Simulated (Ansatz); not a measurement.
The elements of this relaxed trial crystal are hidden behind letters.

```
lattice vectors (Å)
  -2.1485    2.1485    5.4617
   2.1485   -2.1485    5.4617
   2.1485    2.1485   -5.4617
fractional positions
X 0.0000 0.0000 0.0000
X 0.7500 0.2500 0.5000
Z 0.7991 0.7991 0.0000
Z 0.9509 0.4509 0.5000
Z 0.5491 0.0491 0.5000
Z 0.2009 0.2009 0.0000
```

All numbers below come from DFT PBE, scalar-relativistic, plane waves, PAW (Ansatz 0.2.0). Cutoff 420 eV, Γ-centred 12×12×12 mesh (6-atom cell), Gaussian smearing of 0.10 eV, no spin polarisation.

* Space group: I4_1/amd (No. 141)
* Conventional cell: a = 4.297 Å, c = 10.923 Å
* Volume per atom: 16.81 Å³
* Density: 7.88 g/cm³
* Energy over the elements: −0.75 eV/atom
* Gap on the 12×12×12 mesh of the 6-atom cell: 0 eV (the bands overlap slightly)

Energies are uncorrected and count from the elements' standard states at the same level.

Problem. X is a p-block element of period 6 and Z is a p-block element of period 2. Which elements are they?

Solution. X = Pb, Z = O, so the formula is PbO2, here in the anatase type. Density times volume gives a mean mass of 7.88 × 16.81/1.6605 = 79.8 u per atom, and this set has 79.7 u. Among the elements that the hints allow, noble gases aside, only these give it. Pb is surrounded by 6 O at 2.19–2.21 Å; around O lie 3 Pb at 2.19–2.21 Å.

These runs have no spin–orbit coupling, which can matter for Pb. The zero gap may come from the functional, which often closes small gaps. Symmetry constrained the relaxation, so the result can be a saddle point.
